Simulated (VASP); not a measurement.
Runs of VASP 6.6.1 on KF. All rows change the cell; the cell of one of them follows. The structure is orthorhombic, space group Fmmm (No. 69). Conventional cell: a = 5.073 Å, b = 5.163 Å, c = 5.938 Å, α = 90.00°, β = 90.00°, γ = 90.00°. K (site symmetry mmm) has 4 F at 2.54 to 2.58 Å as nearest neighbours. F (site symmetry mmm) is surrounded by 4 K at 2.54 to 2.58 Å. 

| cell | gap on the mesh (eV) | pressure (GPa) |
| --- | --- | --- |
| normal strain along x -0.0175, normal strain along z +0.1500 | 5.51 | -2.2 |
| normal strain along x +0.0175, normal strain along z -0.0375 | (c) | 1.5 |
| normal strain along x +0.0000, normal strain along z +0.0375 | (a) | -1.2 |
| normal strain along x -0.0700, normal strain along z +0.0000 | 6.50 | (b) |

Alike in all rows: task single point; level LDA; potentials or basis VASP PAW LDA potentials, release 64 (K_sv, F); no spin polarisation; k mesh 8 × 8 × 8; cutoff (eV) 520; smearing gaussian 0.05 eV.

Q: Estimate the missing entries.

A: (a) 6.10; (b) 5.0; (c) 6.35.

A k mesh can miss the band edges.
